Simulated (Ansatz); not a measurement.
# MgS (wurtzite type): optical response by level

How does MgS (wurtzite type) absorb light if electrons and holes don't interact? Plan: HSE06 for the gap; optics with PBE on 6×6×4; optics with r2SCAN on 6×6×4; optics with PBE and scissors to the HSE06 gap on 6×6×4.

Method: plane waves, PAW; no local fields, no excitons, in Ansatz 0.2.0.

1 further run of the same task is left out (it didn't finish).

## 1. Starting point

Symmetry: P6_3mc, No. 186, hexagonal system. The conventional cell has a = 4.029 Å, b = 4.029 Å, c = 6.454 Å, α = 90.00°, β = 90.00°, γ = 120.00°. Around Mg (site symmetry 3m) lie 4 S at 2.45 to 2.46 Å. S (site symmetry 3m) is surrounded by 4 Mg at 2.45 to 2.46 Å.

Structure file:

```cif
data_structure
_symmetry_space_group_name_H-M 'P 1'
_symmetry_Int_Tables_number 1
_cell_length_a 4.0286
_cell_length_b 4.0286
_cell_length_c 6.4544
_cell_angle_alpha 90.000
_cell_angle_beta 90.000
_cell_angle_gamma 120.000
_cell_volume 90.72
loop_
_atom_site_label
_atom_site_type_symbol
_atom_site_fract_x
_atom_site_fract_y
_atom_site_fract_z
_atom_site_occupancy
Mg1 Mg 0.33333 0.66667 0.99713 1
Mg2 Mg 0.66667 0.33333 0.49713 1
S1 S 0.33333 0.66667 0.37787 1
S2 S 0.66667 0.33333 0.87787 1
```

The cell was relaxed beforehand with r2SCAN; those runs aren't shown.

## 2. A hybrid for the gap

File input.yaml:

```yaml
crystal:
  lattice:
    - [4.028625632, 0.0, 0.0]
    - [-2.014312816, 3.4888921397, 0.0]
    - [0.0, 0.0, 6.4543927776]
  atoms:
    - { symbol: Mg, position: [0.3333333333, 0.6666666667, -0.0028727191] }
    - { symbol: Mg, position: [0.6666666667, 0.3333333333, 0.4971272809] }
    - { symbol: S, position: [0.3333333333, 0.6666666667, 0.3778727191] }
    - { symbol: S, position: [0.6666666667, 0.3333333333, 0.8778727191] }
kpoints:
  mp_grid: { grid: [6, 6, 2] }
  band_path:
    path:
      - [0.0, 0.0, 0.0]
      - [0.5, 0.0, 0.0]
      - [0.3333333333, 0.3333333333, 0.0]
      - [0.0, 0.0, 0.5]
      - [0.5, 0.0, 0.5]
      - [0.3333333333, 0.3333333333, 0.5]
    npoints: 1
hamiltonian:
  xc: hse06
scf:
  occupations: { method: fixed }
  n_extra_bands: 5
output:
  forces: true
  stress: true
  eigenvalues: true
```

The run is started by

```sh
$ ansatz run input.yaml --threads 4 --pin off --max-ram 3686MiB --backend cpu --events-out ev --progress --plain --runs-dir out
```

Further steps of the session: Optics, PBE; Optics, r2SCAN; Optics, PBE with a scissors shift.

Q: Predict the results of all the runs planned. Wanted: ε∞, PBE; ε∞, r2SCAN; tallest peak of ε₂, PBE; tallest peak of ε₂, r2SCAN; HSE06 direct gap.

**Answer**, as computed:

| quantity | value |
| --- | --- |
| ε∞, PBE | 4.41 (xx, yy), 4.49 (zz) |
| ε∞, r2SCAN | 3.99 (xx, yy), 4.05 (zz) |
| ε∞, PBE + 1.06 eV scissors | 3.96 (xx, yy), 4.03 (zz) |
| tallest peak of ε₂, PBE | 11.3 at 6.05 eV |
| tallest peak of ε₂, r2SCAN | 10.6 at 6.60 eV |
| tallest peak of ε₂, PBE + 1.06 eV scissors | 11.3 at 7.15 eV |
| HSE06 direct gap | 4.54 eV |

PBE + 1.06 eV scissors has the widest direct gap (4.53 eV) and PBE the narrowest (3.47 eV); ε∞ is 3.98 and 4.44 (mean of the axes): a wider gap screens less. The response is anisotropic: with PBE ε∞ is 4.41 (xx, yy), 4.49 (zz). Local fields and excitons are left out: both change ε∞, and without excitons the onset lacks its lines.
